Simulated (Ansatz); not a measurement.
## BeS (F-43m): thermal expansion from first principles

Wanted: α(T), C_P(T) and B(T) of BeS in the quasi-harmonic approximation.

Experimental results on record:
- heat capacity C_P per formula unit 34.2 J/mol/K and bulk modulus 105 GPa near room temperature (given in “High-Throughput Prediction of Finite-Temperature Properties using the Quasi-Harmonic Approximation”, 2016, arXiv:1603.06924)

Method: DFT r2SCAN, scalar-relativistic, plane waves, PAW, in Ansatz 0.2.0.

The database entry behind the starting cell differs from later determinations by our own check (0.1 to 0.3 % short, probably kX units), so it need not match the best structure at ambient conditions.

**1. Starting point**

The structure is cubic, space group F-43m (No. 216). The conventional cell has a = 4.850 Å, b = 4.850 Å, c = 4.850 Å, α = 90.00°, β = 90.00°, γ = 90.00°. Nearest to Be lie 4 S at 2.10 Å. S has 4 Be at 2.10 Å nearest. Farther neighbours and most contacts between anions are not listed.

**2. Probe on a coarse mesh**

A cheap single point shows whether the cell is a metal or an insulator and how far it is from rest; that sets the k-mesh and the occupations of what follows.

Contents of input.yaml:

```yaml
crystal:
  lattice:
    - [0.0, 2.425, 2.425]
    - [2.425, 0.0, 2.425]
    - [2.425, 2.425, 0.0]
  atoms:
    - { symbol: Be, position: [0.0, 0.0, 0.0] }
    - { symbol: S, position: [0.25, 0.25, 0.25] }
kpoints:
  mp_grid: { grid: [6, 6, 6] }
hamiltonian:
  xc: r2scan
scf:
  occupations: { method: gaussian, width: 0.1 }
output:
  forces: true
  stress: true
  eigenvalues: true
```

The run is started by

```bash
> ansatz run input.yaml --threads 4 --pin off --max-ram 16384MiB --backend cpu --events-out ev --progress --plain --runs-dir out
```

Numbers of over 12 decimals in the logs are rounded to 6 here.

The log of the run:

```text
Engine: ansatz 0.2.0, x86_64-unknown-linux-gnu
Pseudopotentials: kind: paw
Pseudopotential: Be, paw, valence charge 2, recommended cutoff 500 eV (meta_gga), Be.paw.azcp
Pseudopotential: S, paw, valence charge 6, recommended cutoff 500 eV (meta_gga), S.paw.azcp
Functional definition: r2SCAN
  parameter k0 = 0.174
  parameter k1 = 0.065
  parameter a1 = 4.9479
  exchange = r2scan_x(k0 = k0, k1 = k1, a1 = a1)
  correlation = r2scan_c
Crystal: 2 atoms, lattice volume = 28.521 Å³
Basis set: ecut = 500 eV, 725 PW (Γ), exchange–correlation on 108×108×108 points (64 copies of the dense FFT grid, shifted against one another)
Bands: 8, of which v1, the nominal top of the filled ones, is band 4 counted from 1 (3 counted from 0)
Symmetry: 24 space group operations
Space group: F-43m (ITA 216), of the structure as read, at distance tolerance 3.1e-5 Å
k-points: 16 of 216 (time reversal used)
Non-local potential: Be, projectors of the file, l = 0: 2, l = 1: 2, l = 2: 1
Non-local potential: S, projectors of the file, l = 0: 2, l = 1: 2, l = 2: 2
PAW form: soft (Blöchl's): semilocal exchange-correlation on the pseudo side does not see the compensation charge
PAW frozen core: Be, regenerated for the run's functional (the file was generated under x = pbe(κ = 0.804, μ = 0.219515), c = pbe(β = 0.066725))
PAW frozen core: S, regenerated for the run's functional (the file was generated under x = pbe(κ = 0.804, μ = 0.219515), c = pbe(β = 0.066725))
PAW one-centre angular grid: Be, 302 points (default); XC on 255 of its mesh's 2635 points in the sphere
PAW one-centre angular grid: S, 302 points (default); XC on 160 Gauss nodes
Initial density: superposition of atomic densities (neutral atoms: chi_scale 0, normalization atom), corrected by the library's trained network
Initial wavefunctions: pseudopotential atomic-orbital guess
Functional: x = r2scan, c = r2scan; τ floored in thin density (d = 2e-4 eV/Å³)
SCF iter   1: F=—  HF=-1001.517955 eV  |F-HF|=—  |Δ(HF+E_count)|=         —  Δρ=4.82e-3  dr2=5.34e-3  dr2_τ=2.99e-2  ethr=1.77e-3  ⟨swp⟩=5.2  Hψ=1057  notcnv=0
preconditioner: auto → none  [insulator: Δε(μ)=3.468 eV  Ē_g=13.645 eV  σ=0.100 eV  W_gap=1.00  n_scr=0 (ndim 8)  ℏωp=19.7 eV  f_vac=0.000  D(μ)=0.00/eV (n_scr^D=0)  ε∞_Penn≈3.1]
SCF iter   2: F=—  HF=-1001.591999 eV  |F-HF|=—  |Δ(HF+E_count)|=   7.40e-2  Δρ=3.10e-3  dr2=2.12e-3  dr2_τ=2.87e-5  ethr=6.67e-5  ⟨swp⟩=2.0  Hψ=384  notcnv=0
SCF iter   3: F=—  HF=-1001.592587 eV  |F-HF|=—  |Δ(HF+E_count)|=   5.88e-4  Δρ=1.40e-3  dr2=7.99e-4  dr2_τ=3.09e-5  ethr=2.66e-5  ⟨swp⟩=2.0  Hψ=193  notcnv=0
SCF iter   4: F=—  HF=-1001.592595 eV  |F-HF|=—  |Δ(HF+E_count)|=   7.86e-6  Δρ=3.70e-4  dr2=5.55e-5  dr2_τ=5.04e-7  ethr=9.99e-6  ⟨swp⟩=2.2  Hψ=184  notcnv=0
SCF iter   5: F=—  HF=-1001.592605 eV  |F-HF|=—  |Δ(HF+E_count)|=   1.01e-5  Δρ=2.17e-5  dr2=1.44e-7  dr2_τ=3.46e-9  ethr=6.93e-7  ⟨swp⟩=2.1  Hψ=185  notcnv=0
SCF iter   6: F=-1001.592605 eV  HF=-1001.592605 eV  |F-HF|=1.62e-9  |Δ(HF+E_count)|=   1.11e-7  Δρ=2.89e-6  dr2=1.05e-9  dr2_τ=1.24e-10  ethr=1.25e-9  ⟨swp⟩=5.3  Hψ=671  notcnv=0
SCF 1 converged in 6 iterations: F = -1001.592605 eV  dr2 = 1.05e-9
  greatest PAW one-centre occupation: 0.868 electrons in one spin orbital (limit 2), on the S atom at site 1 (counted from 0), in its partial waves of l = 0
SCF converged after 6 iterations
Free energy (F): -1001.592605 eV
Harris-Foulkes:  -1001.592605 eV  (|F-HF|=1.62e-9)
Internal energy: -1001.592605 eV  (E = F + TS)
E sigma→0 (E₀):  -1001.592605 eV
Fermi energy:    6.913890 eV
--- Per-component energies (eV) ---
  E_band       = -1.715260
  E_kinetic    = 128.233572
  E_local      = -115.315355  (includes V_loc(G=0)·N_el)
  E_nonlocal   = 32.331945
  E_hartree    = 35.881370
  E_xc         = -111.336006
  E_vxc        = -117.614952  (∫ρ·V_xc dr)
  E_paw        = -670.445949  (= ΣΔE_a)
  E_vpaw       = -6.425188  (= ΣTr[D̂ρ^β])
  E_aug_tail   = 0.000001  (compensation charges beyond the density's cutoff)
  E_vtau       = 5.311982  (kinetic-family band-sum trace: ∫τ·v_τ [+ j·A + Jᵃ·Aᵃ] dr)
  E_ewald      = -300.820390
  E_core_change = -0.121794  (= ΣΔE_core)
  E_smearing   = -0.000000  (= −TS)
  E_closure    = -0.000000  (closes the sum)
  Σ components = -1001.592605   (vs F -1001.592605, Δ=0.00e0)
--- Forces (eV/Å), atoms counted from 1 ---
  atom   1  Be     0.00000000    -0.00000000     0.00000000
  atom   2  S      0.00000000    -0.00000000    -0.00000000
  max |Σ_I F_I| component: 3.47e-16 eV/Å
--- Stress (GPa, compression-positive) ---
        1.181461      -0.000000      -0.000000
        0.000000       1.181461       0.000000
       -0.000000       0.000000       1.181461
  P = ⅓ Tr σ = 1.1815 GPa (11.815 kbar)
--- Band table (eV; the first three rows and the last of 16) ---
  k-point 0: bands = ["-9.1678", "5.1325", "5.1325", "5.1325", "11.3591", "11.3591", "11.3591", "11.8176"]
  k-point 1: bands = ["-8.8430", "3.2123", "4.8018", "4.8018", "11.3494", "11.9455", "11.9455", "13.7613"]
  k-point 2: bands = ["-8.0339", "0.4434", "4.2851", "4.2851", "11.2569", "12.3587", "12.3587", "16.3881"]
  k-point 15: bands = ["-6.8745", "0.3722", "1.6131", "1.8750", "10.7710", "12.3122", "15.9888", "16.3321"]
```

Elapsed: 0.48 s, on 4 threads of Intel Xeon Platinum 8488C (Sapphire Rapids), shared host; peak memory 0.41 GiB.

Reading the cycles: dr2 is the Hartree energy of the density residual (eV), the measure of convergence; HF is the Harris–Foulkes estimate of the energy, which meets the free energy F at convergence.

A gap read on the k-mesh alone can miss the band edges.

This step gave:

```yaml
pressure: 1.181 GPa
gap_on_the_k_mesh: 3.563 eV
volume_per_atom: 14.26 Å³
```

The start is under 1.2 GPa at this level and looks like an insulator or semiconductor on this mesh.

**3. Finding the static equilibrium**

The vibrations must be taken about the equilibrium of this functional, not about the starting cell, so the structure is relaxed.

input.yaml, the sections that differ from step 2:

```yaml
kpoints:
  mp_grid: { grid: [8, 8, 8] }
scf:
  occupations: { method: gaussian, width: 0.02 }
output:
  forces: true
  stress: true
  eigenvalues: true
  write_density: true
  write_potential: true
  elf: true
  volumetric_format: npy
relax:
  adjacent_minimum: "off"
  f_tol: 0.005
  max_steps: 80
  cell: { stress_tol: 0.05 }
# crystal, hamiltonian: as in step 2
```

The log of the run:

```text
[...]
Crystal: 2 atoms, lattice volume = 28.521 Å³
Basis set: ecut = 500 eV, 725 PW (Γ), exchange–correlation on 108×108×108 points (64 copies of the dense FFT grid, shifted against one another)
Bands: 8, of which v1, the nominal top of the filled ones, is band 4 counted from 1 (3 counted from 0)
Symmetry: 24 space group operations
[...]
k-points: 29 of 512 (time reversal used)
[...]
SCF iter   1: F=—  HF=-1001.520594 eV  |F-HF|=—  |Δ(HF+E_count)|=         —  Δρ=4.79e-3  dr2=5.25e-3  dr2_τ=2.98e-2  ethr=1.77e-3  ⟨swp⟩=5.9  Hψ=1993  notcnv=0
[...]
SCF iter   6: F=-1001.594978 eV  HF=-1001.594978 eV  |F-HF|=9.59e-10  |Δ(HF+E_count)|=   1.58e-7  Δρ=3.16e-6  dr2=2.92e-9  dr2_τ=2.41e-10  ethr=5.93e-10  ⟨swp⟩=6.1  Hψ=1289  notcnv=0
SCF 1 converged in 6 iterations: F = -1001.594978 eV  dr2 = 2.92e-9
[...]
relax step   1: F+E_penalty+E_count = -1001.59497829 eV  Δ(F+E_penalty+E_count) = +0.000e0 eV  max|allowed force component| = 1.411e-16 eV/Å  Δτ_max = 0.0000 Å  P = +1.146 GPa  Ω = 28.521 Å³  (6 SCF iters, dr2 threshold 1.00e-7 eV, accepted)
Crystal: 2 atoms, lattice volume = 28.718 Å³
[...]
iter 1 solved again at ethr=1.36e-6 eV; its pass at ethr=3.10e-3 eV (dr2=1.09e-4 eV) is discarded
[...]
SCF iter   4: F=-1001.595939 eV  HF=-1001.595939 eV  |F-HF|=1.61e-9  |Δ(HF+E_count)|=   3.92e-7  Δρ=1.39e-5  dr2=3.81e-8  dr2_τ=1.24e-9  ethr=2.50e-9  ⟨swp⟩=9.3  Hψ=1666  notcnv=0
SCF 2 converged in 4 iterations: F = -1001.595939 eV  dr2 = 3.81e-8
[...]
relax step   2: F+E_penalty+E_count = -1001.59593906 eV  Δ(F+E_penalty+E_count) = -9.608e-4 eV  max|allowed force component| = 3.701e-17 eV/Å  Δτ_max = 0.0000 Å  P = +0.454 GPa  Ω = 28.718 Å³  energy of the carried Pulay correction = -2.003e-5 eV  (4 SCF iters, dr2 threshold 2.00e-7 eV, accepted)
Crystal: 2 atoms, lattice volume = 28.849 Å³
[...]
SCF iter   4: F=-1001.596114 eV  HF=-1001.596114 eV  |F-HF|=3.93e-11  |Δ(HF+E_count)|=   1.62e-7  Δρ=9.21e-6  dr2=1.61e-8  dr2_τ=5.27e-10  ethr=2.50e-9  ⟨swp⟩=9.0  Hψ=1659  notcnv=0
SCF 3 converged in 4 iterations: F = -1001.596114 eV  dr2 = 1.61e-8
relax step   3: F+E_penalty+E_count = -1001.59611357 eV  Δ(F+E_penalty+E_count) = -1.745e-4 eV  max|allowed force component| = 3.585e-17 eV/Å  Δτ_max = 0.0000 Å  P = +0.007 GPa  Ω = 28.849 Å³  energy of the carried Pulay correction = -3.320e-5 eV  (4 SCF iters, dr2 threshold 2.00e-7 eV, accepted)
[...]
SCF iter   1: F=—  HF=-1001.596144 eV  |F-HF|=—  |Δ(HF+E_count)|=         —  Δρ=1.21e-5  dr2=1.90e-8  dr2_τ=6.33e-9  ethr=4.19e-7  ⟨swp⟩=2.8  Hψ=2590  notcnv=0
eigensolver tolerance schedule: the retry pair's looser diagonalisation over-reported the residual by 1761.36 of it (diagonalisation noise at 0.31 of the residual, at the tolerance the schedule requests for it); recorded, not acted on — ethr = c·dr2/N_el stays at c = 1.0e-1
[...]
SCF iter   2: F=—  HF=-1001.596142 eV  |F-HF|=—  |Δ(HF+E_count)|=   2.11e-6  Δρ=5.20e-6  dr2=2.14e-9  dr2_τ=1.01e-9  ethr=2.38e-10  ⟨swp⟩=2.3  Hψ=356  notcnv=0
[...]
SCF iter   4: F=-1001.596142 eV  HF=-1001.596142 eV  |F-HF|=0.00e0  |Δ(HF+E_count)|=   1.33e-9  Δρ=8.48e-8  dr2=1.69e-12  dr2_τ=1.59e-13  ethr=1.00e-12  ⟨swp⟩=4.4  Hψ=1049  notcnv=0
SCF 4 converged in 4 iterations: F = -1001.596142 eV  dr2 = 1.69e-12
relax step   4: F+E_penalty+E_count = -1001.59614165 eV  Δ(F+E_penalty+E_count) = -2.808e-5 eV  max|allowed force component| = 4.626e-17 eV/Å  Δτ_max = 0.0000 Å  P = +0.008 GPa  Ω = 28.849 Å³  stress off target by 7.69e-3 GPa  SCF on the basis re-selected at this cell (its energy is not comparable with the rows above)  (4 SCF iters)
basis re-selected at this cell: Δ(F+E_penalty+E_count) = -2.808e-5 eV, ΔP = +0.000 GPa vs the last step (what re-selecting the basis moved, of the pressure what is left beyond the Pulay correction that the steps carried, after the strain that the cell walked since its last selection, with what the two solves' SCF thresholds leave and, on support functions, any second-order correction that the steps lacked; it is no m [...]
SCF converged after 4 iterations
Free energy (F): -1001.596142 eV
[...]
Internal energy: -1001.596142 eV  (E = F + TS)
E sigma→0 (E₀):  -1001.596142 eV
Fermi energy:    6.794152 eV
[...]
--- Stress (GPa, compression-positive) ---
        0.007688      -0.000000      -0.000000
       -0.000000       0.007688       0.000000
       -0.000000       0.000000       0.007688
  P = ⅓ Tr σ = 0.0077 GPa (0.077 kbar)
--- Band table (eV; the first three rows and the last of 29) ---
[...]
--- Relaxed structure (3 steps of the walk, 3 accepted, 1 SCFs on fresh bases) ---
  F+E_penalty+E_count = -1001.59614165 eV   max|allowed force component| = 4.626e-17 eV/Å   (the final SCF, on the basis selected at the relaxed cell)
  cell:  # Å, volume = 28.8486 Å³
    - [0, 2.434249, 2.434249]
    - [2.434249, 0, 2.434249]
    - [2.434249, 2.434249, 0]
  atoms:
    - { symbol: Be, position: [0, 0, 0] }
    - { symbol: S, position: [0.25, 0.25, 0.25] }
```

The job ended after 2.2 s (4 threads; peak memory 0.46 GiB).

Step by step:

| step | energy less that of the first step (eV) | largest force component (eV/Å) | pressure (GPa) | volume (Å³) |
| --- | --- | --- | --- | --- |
| 1 | 0.0000 | 0.0000 | 1.15 | 28.52 |
| 2 | -0.0010 | 0.0000 | 0.45 | 28.72 |
| 3 | -0.0011 | 0.0000 | 0.01 | 28.85 |
| 4* | -0.0012 | 0.0000 | 0.01 | 28.85 |

Relaxation steps marked * repeat the geometry before them on a plane-wave basis chosen anew for their cell, so energy and pressure can jump there.

The run keeps the 24 symmetry operations that it works with, so distortions that break them were not tested.

| conventional cell, symmetrised | before | after | change |
| --- | --- | --- | --- |
| a (Å) | 4.850 | 4.868 | +0.4 % |
| b (Å) | 4.850 | 4.868 | +0.4 % |
| c (Å) | 4.850 | 4.868 | +0.4 % |
| volume (Å³/atom) | 14.26 | 14.42 | +1.1 % |

Final coordinates:

```
Be S
1.0
     0.00000    2.43425    2.43425
     2.43425    0.00000    2.43425
     2.43425    2.43425    0.00000
Be S
1 1
Direct
  0.00000 0.00000 0.00000
  0.25000 0.25000 0.25000
```

This step gave:

```yaml
pressure: 0.007688 GPa
gap_on_the_k_mesh: 3.589 eV
volume_per_atom: 14.42 Å³
```

Valence density in the ac plane of a cell with a along [110], b along [-110] and c along [001] of the cube at fractional y = 0.000, with atoms of Be and S within 0.2 Å of it. It is the smooth field of the valence electrons, not physical close to the nuclei.

Values in e/Å³, 7 rows by 16 columns, each cell a mean:
```
0.2 0.4 0.6 0.8 0.8 0.7 0.5 0.2 0.2 0.4 0.6 0.8 0.8 0.7 0.5 0.2
0.2 0.4 1.0 0.8 0.5 1.1 0.6 0.2 0.2 0.4 1.0 0.8 0.5 1.1 0.6 0.2
0.1 0.2 0.5 0.9 0.9 0.7 0.3 0.1 0.1 0.2 0.5 0.9 0.9 0.7 0.3 0.1
0.0 0.1 0.1 0.2 0.2 0.2 0.1 0.0 0.0 0.1 0.1 0.2 0.2 0.2 0.1 0.0
0.1 0.1 0.0 0.0 0.0 0.0 0.1 0.1 0.1 0.1 0.0 0.0 0.0 0.0 0.1 0.1
0.2 0.1 0.1 0.0 0.0 0.0 0.1 0.1 0.2 0.1 0.1 0.0 0.0 0.0 0.1 0.1
0.1 0.2 0.2 0.1 0.1 0.2 0.2 0.1 0.1 0.2 0.2 0.1 0.1 0.2 0.2 0.1
```
Columns run along a (6.9 Å), rows up along c (4.9 Å), edges of the conventional cell, whose origin can differ from the input's. Atoms in or near the plane, at fractional coordinates: Be at (0.50, 0.00), Be at (0.00, 0.00), S at (0.75, 0.75), S at (0.25, 0.75).

ELF in the ac plane of a cell with a along [110], b along [-110] and c along [001] of the cube at fractional y = 0.000, with atoms of Be and S within 0.2 Å of it. It is the smooth field of the valence electrons, not physical close to the nuclei.

Ten even steps from '_' (0.01) to '@' (0.92), each cell a mean:
```
__==%%@@%%%%@@%%==__..##@@@@%%@@@@##..
::##@@@@##%%@@@@##::==@@@@%%##@@@@@@==
--##@@%%::::%%@@##--++@@@@++..++@@@@++
..**%%##::::##%%++..--##%%==..==%%##--
__--##%%####%%##--__..++%%########++..
__..==##%%%%##==..____--**%%%%%%**--__
____..==****==..________::++**++::____
________....______________......______
______________________________________
....____________........__________....
::....________....::::..__________..::
__................____..............__
____==++****++--______::++******++::__
```
Columns run along a (6.9 Å), rows up along c (4.9 Å), edges of the conventional cell, whose origin can differ from the input's. Atoms in or near the plane, at fractional coordinates: Be at (0.50, 0.00), Be at (0.00, 0.00), S at (0.75, 0.75), S at (0.25, 0.75).

Electrostatic potential energy in the ac plane of a cell with a along [110], b along [-110] and c along [001] of the cube at fractional y = 0.000, with atoms of Be and S within 0.2 Å of it. With pseudopotentials it is smooth inside the atoms' cores, unlike the true potential.

Ten even steps from '0' (-34 eV) to '9' (10 eV), each cell a mean:
```
0378778730158777851
5774114775676212675
8861111688883020488
9961111699983020489
9984114899996212699
9998778999998767999
9999999999999999999
9999999999999999999
9999999999999999999
9999999999999999999
7899999987889999988
2589999852379999873
0279999720058999850
```
Columns run along a (6.9 Å; values clipped at the 3rd and 97th percentile), rows up along c (4.9 Å), edges of the conventional cell, whose origin can differ from the input's. Atoms in or near the plane, at fractional coordinates: Be at (0.50, 0.00), Be at (0.00, 0.00), S at (0.75, 0.75), S at (0.25, 0.75).

The relaxation ends with a pressure of 0.01 GPa.

**4. Tight relaxation**

The relaxation is repeated with tighter thresholds on force and stress, since phonons are sensitive to what is left; a change of mesh or smearing in the input moves the cell too.

Contents of input.yaml:

```yaml
crystal:
  lattice:
    - [0.0, 2.4342492579, 2.4342492579]
    - [2.4342492579, 0.0, 2.4342492579]
    - [2.4342492579, 2.4342492579, 0.0]
  atoms:
    - { symbol: Be, position: [0.0, 0.0, 0.0] }
    - { symbol: S, position: [0.25, 0.25, 0.25] }
kpoints:
  mp_grid: { grid: [8, 8, 8] }
hamiltonian:
  xc: r2scan
scf:
  occupations: { method: fixed }
output:
  forces: true
  stress: true
  eigenvalues: true
relax:
  adjacent_minimum: "off"
  f_tol: 0.001
  max_steps: 60
  cell: { stress_tol: 0.01 }
```

The log of the run:

```text
[...]
Crystal: 2 atoms, lattice volume = 28.849 Å³
Basis set: ecut = 500 eV, 725 PW (Γ), exchange–correlation on 108×108×108 points (64 copies of the dense FFT grid, shifted against one another)
Bands: 8, of which v1, the nominal top of the filled ones, is band 4 counted from 1 (3 counted from 0)
Symmetry: 24 space group operations
[...]
k-points: 29 of 512 (time reversal used)
[...]
P = ⅓ Tr σ = 0.0077 GPa (0.077 kbar)
--- Band table (eV; the first three rows and the last of 29) ---
[...]
--- Relaxed structure (1 steps of the walk, 1 accepted, 1 SCFs on fresh bases) ---
[...]
cell:  # Å, volume = 28.8486 Å³
    - [0.0, 2.4342492579, 2.4342492579]
    - [2.4342492579, 0.0, 2.4342492579]
    - [2.4342492579, 2.4342492579, 0.0]
  atoms:
    - { symbol: Be, position: [0.0, 0.0, 0.0] }
    - { symbol: S, position: [0.25, 0.25, 0.25] }
[key lines of the parts left out:]
SCF converged after 4 iterations
Free energy (F): -1001.596142 eV
Fermi energy:    4.999596 eV
```

Elapsed: 1.1 s, on 4 threads; peak memory 0.45 GiB.

Little changed from the start: no atom moved by 0.005 Å and no cell edge by 0.1 %.

Numbers from this step:

- pressure: 0.007690 GPa

The residual pressure is 0.0077 GPa, small enough for phonons.

(Continued in part 2 of 2.)

[Logs are printed without paths, hosts, clocks, repeated set-up lines and the standing remarks that a program may print on its own settings, such as how far it seeks lower states.]

[Hosts, paths, dates, database ids (printed as entryN), source tags and the programs' standing remarks are cut or masked in the printed files.]

[A step with changed settings may run another functional than the one named; its input shows which.]
